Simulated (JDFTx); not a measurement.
# CaO (Fm-3m) in JDFTx: notebook

One crystal, CaO, is run at these levels: PBEsol; tasks: equation of state.

Everything below comes from runs of JDFTx 1.7.0 (patched build). Logs are shortened: lines on timing, memory, paths and dates and some standing lists are left out, and cuts for length are marked. The log counts tension as positive stress, the text compression.

**1. Starting point**

It takes space group Fm-3m (No. 225, cubic). Conventional cell: a = 4.807 Å, b = 4.807 Å, c = 4.807 Å, α = 90.00°, β = 90.00°, γ = 90.00°. Ca (site symmetry m-3m) has 6 O at 2.40 Å as nearest neighbours. O (site symmetry m-3m) has 6 Ca at 2.40 Å as nearest neighbours.

The cell is a database's computed one.

**2. Equation of state, PBEsol, 13.05 Å³/atom (volume scaled by 0.94)**

Contents of CaO.in:

```
include CaO.lattice
coords-type Lattice
include CaO.ionpos

ion-species pseudo/Ca.upf
ion-species pseudo/O.upf
elec-cutoff 42 336
elec-ex-corr gga-PBEsol
kpoint-folding 10 10 10
elec-smearing Fermi 0.0018374661
elec-n-bands 14
electronic-SCF nIterations 100 energyDiffThreshold 1e-09
electronic-minimize nIterations 30 energyDiffThreshold 1e-7
forces-output-coords Cartesian

dump-name run.$VAR
dump End Ecomponents EigStats BandEigs Kpoints Forces Stress
```

Contents of CaO.lattice:

```
lattice \
    0.0000000000     4.4493408310     4.4493408310 \
    4.4493408310     0.0000000000     4.4493408310 \
    4.4493408310     4.4493408310     0.0000000000
```

Contents of CaO.ionpos:

```
ion Ca     0.0000000000     0.0000000000     0.0000000000 1
ion O      0.5000000000     0.5000000000     0.5000000000 1
```

Potentials or basis: PseudoDojo-SR-PBEsol-0.4.1-standard.

Started as:

```
jdftx -c 1 -i CaO.in -o CaO.out
```

Standard output:

```text
*************** JDFTx 1.7.0 (patched build) ***************

Input parsed successfully to the following command list (including defaults):
[... the input with its defaults ...]

---------- Setting up symmetries ----------

Found 48 point-group symmetries of the bravais lattice
Found 48 space-group symmetries with basis
Applied RMS atom displacement 0 bohrs to make symmetries exact.

---------- Initializing the Grid ----------
R =
[            0      4.44934      4.44934  ]
[      4.44934            0      4.44934  ]
[      4.44934      4.44934            0  ]
unit cell volume = 176.164
G =
[   -0.70608    0.70608    0.70608  ]
[    0.70608   -0.70608    0.70608  ]
[    0.70608    0.70608   -0.70608  ]
Minimum fftbox size, Smin = [  52  52  52  ]
Chosen fftbox size, S = [  54  54  54  ]

---------- Initializing tighter grid for wavefunction operations ----------
R =
[            0      4.44934      4.44934  ]
[      4.44934            0      4.44934  ]
[      4.44934      4.44934            0  ]
unit cell volume = 176.164
G =
[   -0.70608    0.70608    0.70608  ]
[    0.70608   -0.70608    0.70608  ]
[    0.70608    0.70608   -0.70608  ]
Minimum fftbox size, Smin = [  40  40  40  ]
Chosen fftbox size, S = [  40  40  40  ]

---------- Exchange Correlation functional ----------
Initalized PBEsol GGA exchange.
Initalized PBEsol GGA correlation.

---------- Setting up pseudopotentials ----------
Width of ionic core gaussian charges (only for fluid interactions / plotting) set to 0

Reading pseudopotential file 'pseudo/Ca.upf':
  'Ca' pseudopotential, 'PBESOL' functional
  Generated using ONCVPSP code by D. R. Hamann
  10 valence electrons, 3 orbitals, 6 projectors, 1001 radial grid points, with lMax = 2
    3S    l: 0   occupation:  2.0   eigenvalue: -1.725673
    3P    l: 1   occupation:  6.0   eigenvalue: -1.027123
    4S    l: 0   occupation:  2.0   eigenvalue: -0.138355
  Core radius for overlap checks: 1.78 bohrs.

Reading pseudopotential file 'pseudo/O.upf':
  'O' pseudopotential, 'PBESOL' functional
  Generated using ONCVPSP code by D. R. Hamann
  6 valence electrons, 2 orbitals, 5 projectors, 936 radial grid points, with lMax = 2
    2S    l: 0   occupation:  2.0   eigenvalue: -0.874950
    2P    l: 1   occupation:  4.0   eigenvalue: -0.329796
  Core radius for overlap checks: 1.39 bohrs.

Initialized 2 species with 2 total atoms.

Folded 1 k-points by 10x10x10 to 1000 k-points.

---------- Setting up k-points, bands, fillings ----------
Reduced to 47 k-points under symmetry.
Computing the number of bands and number of electrons
Calculating initial fillings.
nElectrons:  16.000000   nBands: 14   nStates: 47

----- Setting up reduced wavefunction bases (one per k-point) -----
average nbasis = 2289.533 , ideal nbasis = 2290.261

---------- Setting up ewald sum ----------
Optimum gaussian width for ewald sums = 2.020814 bohr.
Real space sum over 1331 unit cells with max indices [  5  5  5  ]
Reciprocal space sum over 2197 terms with max indices [  6  6  6  ]

---------- Allocating electronic variables ----------
Initializing wave functions:  linear combination of atomic orbitals
Note: number of bands (14) exceeds available atomic orbitals (9)
Ca pseudo-atom occupations:   s ( 2 2 )  p ( 6 )
O pseudo-atom occupations:   s ( 2 )  p ( 4 )
	FillingsUpdate:  mu: +0.607752812  nElectrons: 16.000000
LCAOMinimize: Iter:   0  F: -52.7181300423401495  |grad|_K:  8.988e-03  alpha:  1.000e+00
	FillingsUpdate:  mu: +0.496380494  nElectrons: 16.000000
LCAOMinimize: Iter:   1  F: -52.8737362369837598  |grad|_K:  2.816e-03  alpha:  2.872e-01  linmin: -3.117e-01  cgtest:  8.676e-01
LCAOMinimize: Encountered beta<0, resetting CG.
[... 10 lines of inner loops ...]
LCAOMinimize: Iter:   6  F: -52.8872008622373926  |grad|_K:  3.673e-07  alpha:  8.223e-01  linmin:  6.873e-05  cgtest:  5.177e-02
	FillingsUpdate:  mu: +0.473498940  nElectrons: 16.000000
LCAOMinimize: Iter:   7  F: -52.8872008624736338  |grad|_K:  8.013e-08  alpha:  3.787e-01  linmin:  4.966e-04  cgtest: -1.513e-03
LCAOMinimize: Converged (|Delta F|<1.000000e-06 for 2 iters).

-------- Electronic minimization -----------
Will mix electronic density at each iteration.
	FillingsUpdate:  mu: +0.473498940  nElectrons: 16.000000
	FillingsUpdate:  mu: +0.400383092  nElectrons: 16.000000
SCF: Cycle:  0   F: -52.932484979904345   dF: -4.528e-02   |Residual|: 1.876e-01   |deigs|: 2.673e-01
	FillingsUpdate:  mu: +0.383129524  nElectrons: 16.000000
SCF: Cycle:  1   F: -52.985969366701454   dF: -5.348e-02   |Residual|: 5.833e-02   |deigs|: 5.741e-02
	FillingsUpdate:  mu: +0.381316636  nElectrons: 16.000000
SCF: Cycle:  2   F: -52.990095246332302   dF: -4.126e-03   |Residual|: 1.936e-02   |deigs|: 1.591e-02
	FillingsUpdate:  mu: +0.384343984  nElectrons: 16.000000
SCF: Cycle:  3   F: -52.990494372037688   dF: -3.991e-04   |Residual|: 1.029e-02   |deigs|: 7.932e-03
	FillingsUpdate:  mu: +0.386462201  nElectrons: 16.000000
SCF: Cycle:  4   F: -52.990552487903130   dF: -5.812e-05   |Residual|: 5.004e-03   |deigs|: 6.425e-03
	FillingsUpdate:  mu: +0.385515507  nElectrons: 16.000000
SCF: Cycle:  5   F: -52.990587158597322   dF: -3.467e-05   |Residual|: 1.066e-03   |deigs|: 5.145e-03
	FillingsUpdate:  mu: +0.385578299  nElectrons: 16.000000
SCF: Cycle:  6   F: -52.990588458023410   dF: -1.299e-06   |Residual|: 9.401e-04   |deigs|: 2.563e-03
	FillingsUpdate:  mu: +0.385818861  nElectrons: 16.000000
SCF: Cycle:  7   F: -52.990590331705953   dF: -1.874e-06   |Residual|: 7.736e-05   |deigs|: 4.515e-03
	FillingsUpdate:  mu: +0.385812304  nElectrons: 16.000000
SCF: Cycle:  8   F: -52.990590483350346   dF: -1.516e-07   |Residual|: 3.284e-05   |deigs|: 2.637e-03
	FillingsUpdate:  mu: +0.385813099  nElectrons: 16.000000
SCF: Cycle:  9   F: -52.990590567161505   dF: -8.381e-08   |Residual|: 2.488e-05   |deigs|: 2.726e-03
	FillingsUpdate:  mu: +0.385818798  nElectrons: 16.000000
SCF: Cycle: 10   F: -52.990590583375258   dF: -1.621e-08   |Residual|: 2.859e-05   |deigs|: 2.151e-03
	FillingsUpdate:  mu: +0.385814199  nElectrons: 16.000000
SCF: Cycle: 11   F: -52.990590590041890   dF: -6.667e-09   |Residual|: 7.464e-06   |deigs|: 2.735e-03
	FillingsUpdate:  mu: +0.385814449  nElectrons: 16.000000
SCF: Cycle: 12   F: -52.990590591470252   dF: -1.428e-09   |Residual|: 3.144e-06   |deigs|: 1.685e-03
	FillingsUpdate:  mu: +0.385814137  nElectrons: 16.000000
SCF: Cycle: 13   F: -52.990590591990113   dF: -5.199e-10   |Residual|: 5.329e-06   |deigs|: 4.933e-04
	FillingsUpdate:  mu: +0.385814326  nElectrons: 16.000000
SCF: Cycle: 14   F: -52.990590592066354   dF: -7.624e-11   |Residual|: 5.991e-06   |deigs|: 1.580e-04
SCF: Converged (|Delta E|<1.000000e-09 for 2 iters).

Setting wave functions to eigenvectors of Hamiltonian

# Stress tensor in Cartesian coordinates [Eh/a0^3]:
[  -0.00014494            0            0  ]
[            0  -0.00014494            0  ]
[            0            0  -0.00014494  ]

# Ionic positions in lattice coordinates:
ion Ca   0.000000000000000   0.000000000000000   0.000000000000000 1
ion O   0.500000000000000   0.500000000000000   0.500000000000000 1

# Forces in Cartesian coordinates:
force Ca  -0.000000000000000  -0.000000000000000   0.000000000000000 1
force O  -0.000000000000000  -0.000000000000000   0.000000000000000 1

# Energy components:
   Eewald =      -42.3831988215896303
       EH =        9.8867209970646837
     Eloc =      -36.3793086296021215
      Enl =        0.6263696901129843
      Exc =      -11.5082408728126335
 Exc_core =        2.2790578579211749
       KE =       24.4880091868391965
-------------------------------------
     Etot =      -52.9905905920663542
       TS =        0.0000000000000004
-------------------------------------
        F =      -52.9905905920663542

IonicMinimize: Iter:   0  F: -52.990590592066354  |grad|_K:        nan
IonicMinimize: None of the convergence criteria satisfied after 0 iterations.

#--- Lowdin population analysis ---
# oxidation-state Ca +1.637
# oxidation-state O -1.320

Dumping 'run.eigStats' ...
	eMin: -1.059103 at state 0 ( [ +0.000000 +0.000000 +0.000000 ] spin 0 )
	HOMO: +0.306504 at state 0 ( [ +0.000000 +0.000000 +0.000000 ] spin 0 )
	mu  : +0.385814
	LUMO: +0.436163 at state 30 ( [ +0.000000 +0.500000 +0.500000 ] spin 0 )
	eMax: +0.838523 at state 45 ( [ +0.200000 +0.400000 -0.300000 ] spin 0 )
	HOMO-LUMO gap: +0.129659
	Optical gap  : +0.142885 at state 30 ( [ +0.000000 +0.500000 +0.500000 ] spin 0 )
Done!
[note: the Lowdin charges miss the electrons that lie outside the files' atomic orbitals]
[note: mu as printed may lie anywhere between the filled and the empty levels]
```

It took 78 s on 1 thread of Arm Neoverse V2, shared host; peak memory 0.12 GiB.

Results:

- Free energy: -1441.9474 eV
- Pressure: 4.3 GPa
- Band gap on the k mesh: 3.53 eV, indirect (least direct gap 3.89 eV)

**3. Equation of state, PBEsol, 13.33 Å³/atom (volume scaled by 0.96)**

CaO.in, as its differences from that of step 2:

```diff
@@ -16,2 +16,2 @@
 dump-name run.$VAR
-dump End Ecomponents EigStats BandEigs Kpoints Forces Stress
+dump End Ecomponents EigStats BandEigs Kpoints Forces Stress ElecDensity Dtot KEdensity
```

Contents of CaO.lattice:

```
lattice \
    0.0000000000     4.4806752495     4.4806752495 \
    4.4806752495     0.0000000000     4.4806752495 \
    4.4806752495     4.4806752495     0.0000000000
```

CaO.ionpos is that of step 2.

Potentials or basis: PseudoDojo-SR-PBEsol-0.4.1-standard.

Started as:

```
jdftx -c 1 -i CaO.in -o CaO.out
```

It took 78 s on 1 thread of Arm Neoverse V2, shared host; peak memory 0.12 GiB.

The run converged. Its results:

```yaml
Free_energy: -1441.9576 eV
Pressure: 1.6 GPa
Band_gap_on_the_k_mesh: 3.54 eV, indirect (least direct gap 3.91 eV)
```

**4. Equation of state, PBEsol, 13.61 Å³/atom (volume scaled by 0.98)**

CaO.in is that of step 3.

Contents of CaO.lattice:

```
lattice \
    0.0000000000     4.5115774348     4.5115774348 \
    4.5115774348     0.0000000000     4.5115774348 \
    4.5115774348     4.5115774348     0.0000000000
```

CaO.ionpos is that of step 3.

Started as:

```
jdftx -c 1 -i CaO.in -o CaO.out
```

Run time: 94 s. Hardware: 1 thread of Arm Neoverse V2, shared host; peak memory 0.12 GiB.

The run converged. Its results:

* Free energy: -1441.9588 eV
* Pressure: -0.8 GPa
* Band gap on the k mesh: 3.55 eV, indirect (least direct gap 3.93 eV)

**5. Equation of state, PBEsol, 13.89 Å³/atom**

CaO.in is that of step 4.

Contents of CaO.lattice:

```
lattice \
    0.0000000000     4.5420619907     4.5420619907 \
    4.5420619907     0.0000000000     4.5420619907 \
    4.5420619907     4.5420619907     0.0000000000
```

CaO.ionpos is that of step 4.

Started as:

```
jdftx -c 1 -i CaO.in -o CaO.out
```

Wall time 82 s (1 thread of Arm Neoverse V2, shared host); peak memory 0.13 GiB.

Results (log left out):

* Free energy: -1441.9522 eV
* Pressure: -3.0 GPa
* Band gap on the k mesh: 3.56 eV, indirect (least direct gap 3.94 eV)

**6. Equation of state, PBEsol, 14.16 Å³/atom (volume scaled by 1.02)**

CaO.in is that of step 5.

Contents of CaO.lattice:

```
lattice \
    0.0000000000     4.5721427481     4.5721427481 \
    4.5721427481     0.0000000000     4.5721427481 \
    4.5721427481     4.5721427481     0.0000000000
```

CaO.ionpos is that of step 5.

Potentials or basis: PseudoDojo-SR-PBEsol-0.4.1-standard.

Started as:

```
jdftx -c 1 -i CaO.in -o CaO.out
```

It took 86 s on 1 thread of Arm Neoverse V2, shared host; peak memory 0.13 GiB.

The run converged. Its results:

```
Free energy            : -1441.9384 eV
Pressure               : -4.9 GPa
Band gap on the k mesh : 3.57 eV, indirect (least direct gap 3.95 eV)
```

**7. Equation of state, PBEsol, 14.44 Å³/atom (volume scaled by 1.04)**

CaO.in is that of step 6.

Contents of CaO.lattice:

```
lattice \
    0.0000000000     4.6018328186     4.6018328186 \
    4.6018328186     0.0000000000     4.6018328186 \
    4.6018328186     4.6018328186     0.0000000000
```

CaO.ionpos is that of step 6.

Started as:

```
jdftx -c 1 -i CaO.in -o CaO.out
```

Run time: 85 s. Hardware: 1 thread of Arm Neoverse V2, shared host; peak memory 0.14 GiB.

It converged, with:

| Property | Result |
| --- | --- |
| Free energy | -1441.9183 eV |
| Pressure | -6.7 GPa |
| Band gap on the k mesh | 3.57 eV, indirect (least direct gap 3.96 eV) |

**8. Equation of state, PBEsol, 14.72 Å³/atom (volume scaled by 1.06)**

CaO.in is that of step 7.

Contents of CaO.lattice:

```
lattice \
    0.0000000000     4.6311446459     4.6311446459 \
    4.6311446459     0.0000000000     4.6311446459 \
    4.6311446459     4.6311446459     0.0000000000
```

CaO.ionpos is that of step 7.

Started as:

```
jdftx -c 1 -i CaO.in -o CaO.out
```

It took 86 s on 1 thread of Arm Neoverse V2, shared host; peak memory 0.13 GiB.

It converged, with:

```
Free energy            : -1441.8925 eV
Pressure               : -8.2 GPa
Band gap on the k mesh : 3.58 eV, indirect (least direct gap 3.96 eV)
```

**9. Equation of state, PBEsol**

Potentials or basis: PseudoDojo-SR-PBEsol-0.4.1-standard.

No new run: the results of the series are fitted here.

Results:

```
Equilibrium volume                      : 13.51 Å³/atom
Bulk modulus                            : 116 GPa
Pressure derivative of the bulk modulus : 4.4
```

Energy against volume, from the lowest point:
```
volume (Å³/atom)  energy (meV/atom)
          13.052               5.71
          13.330               0.64
          13.608               0.00
          13.886               3.33
          14.163              10.21
          14.441              20.26
          14.719              33.17
```
